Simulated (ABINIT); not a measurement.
Runs of ABINIT 10.8.3 (patched build) on BAs. Symmetry: F-43m, No. 216, cubic system. Conventional cell: a = 4.777 Å, b = 4.777 Å, c = 4.777 Å, α = 90.00°, β = 90.00°, γ = 90.00°. As (site symmetry -43m) is surrounded by 4 B at 2.07 Å. B (site symmetry -43m) has 4 As at 2.07 Å as nearest neighbours. 

```csv
task,level,potentials or basis,spin,k mesh,cutoff (eV),fine-grid cutoff,gap on the mesh (eV),pressure (GPa),V0 of scaled cells (Å³/atom),B0 (GPa)
single point,PBEsol,JTH PAW PBE v2.0,off,6 × 6 × 6,408,816.342 eV,1.19,(c),-,-
band structure,SCAN,JTH PAW PBE v2.0 sp,off,10 × 10 × 10,490,979.61 eV,1.42,0.0,-,-
equation of state,PW91,JTH PAW PBE v2.0,off,10 × 10 × 10,408,816.342 eV,-,-,13.90,132
band structure,PBE,SPMS NC PBE v1.0,off,10 × 10 × 10,925,-,(b),2.7,-,-
equation of state,AM05,JTH PAW PBE v2.0,off,10 × 10 × 10,408,816.342 eV,-,-,13.55,139
equation of state,PBE,JTH PAW PBE v2.0,off,10 × 10 × 10,272,544.228 eV,-,-,13.91,128
band structure,SOGGA,JTH PAW PBE v2.0 sp,off,10 × 10 × 10,408,816.342 eV,1.01,-1.2,-,-
band structure,PW91,JTH PAW PBE v2.0 sp,off,10 × 10 × 10,408,816.342 eV,1.21,3.3,-,-
equation of state,PBE+D2,JTH PAW PBE v2.0,off,10 × 10 × 10,408,816.342 eV,-,-,13.63,134
band structure,LDA,PseudoDojo NC SR LDA v0.4.1 standard,off,10 × 10 × 10,1088,-,1.14,-4.2,-,-
band structure,PBEsol,JTH PAW PBE v2.0 sp,off,10 × 10 × 10,408,816.342 eV,1.08,0.0,-,-
band structure,RPBE,JTH PAW PBE v2.0,"SOC, no magnetisation",10 × 10 × 10,408,816.342 eV,(a),5.4,-,-
```

Alike in all rows: cell as given; smearing fermi-dirac 0.05 eV.

**Question.** Fill in the values left out.

**Answer.** (a) 1.15; (b) 1.20; (c) -0.7.

Caveats: the PAW data sets were made with another functional, which shifts forces and pressure a little (some runs); this set keeps more shells in the core, which shifts pressures and gaps (some runs); pressures at fixed basis lie under the slope of the energies (some runs).

A k mesh can miss the band edges, and rows without SOC leave out spin-orbit coupling on As.

The runs don't all hold the same shells in valence.
